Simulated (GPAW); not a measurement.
The system is C.

```
CELL_PARAMETERS angstrom
2.52210 0.00000 0.00000
-1.26105 2.18420 0.00000
0.00000 0.00000 8.23710
ATOMIC_POSITIONS crystal
C 0.66667 0.33333 0.84375
C 0.33333 0.66667 0.34375
C 0.66667 0.33333 0.65625
C 0.33333 0.66667 0.15625
C 0.00000 0.00000 0.90625
C 0.00000 0.00000 0.40625
C 0.00000 0.00000 0.59375
C 0.00000 0.00000 0.09375
```

This is a hexagonal form of diamond, not graphite.

```yaml
Program: GPAW 26.7.0
Task: relaxation of cell and atoms
Functional: BLYP
Dispersion: D3
Potentials_or_basis: PAW data sets generated in the run's folder for this functional
Cutoff: 800 eV
Basis: pw
k_mesh: 7 × 7 × 2
Occupations: fermi-dirac, width 0.05 eV
Spin: no spin polarisation
```

At the start: pressure 6.0 GPa; volume 5.67 Å³/atom.

How do energy, volume and symmetry change on relaxing?

Over 7 steps the energy falls by 4.2 meV/atom and the volume is 5.76 Å³/atom (+1.5 %); space group P6_3/mmc (No. 194, to 0.05 Å).

Step by step:
```csv
step,energy change (eV),largest force (eV/Å),pressure (GPa),volume (Å³)
1,0.0000,0.3140,6.05,45.38
2,-0.0107,0.0902,5.51,45.43
3,-0.0168,0.0750,4.61,45.52
4,-0.0224,0.1446,3.37,45.66
5,-0.0304,0.1518,1.08,45.90
6,-0.0330,0.0738,-0.05,46.03
7,-0.0335,0.0134,-0.20,46.04
```

Final structure:
```
C
1.0
     2.52642    0.00000    0.00000
    -1.26321    2.18794    0.00000
     0.00000    0.00000    8.32937
C
8
Direct
  0.66667 0.33333 0.84454
  0.33333 0.66667 0.34454
  0.66667 0.33333 0.65546
  0.33333 0.66667 0.15546
  0.00000 0.00000 0.90700
  0.00000 0.00000 0.40700
  0.00000 0.00000 0.59300
  0.00000 0.00000 0.09300
```

Caveat: the k mesh is coarse; later steps reuse the first step's grids.
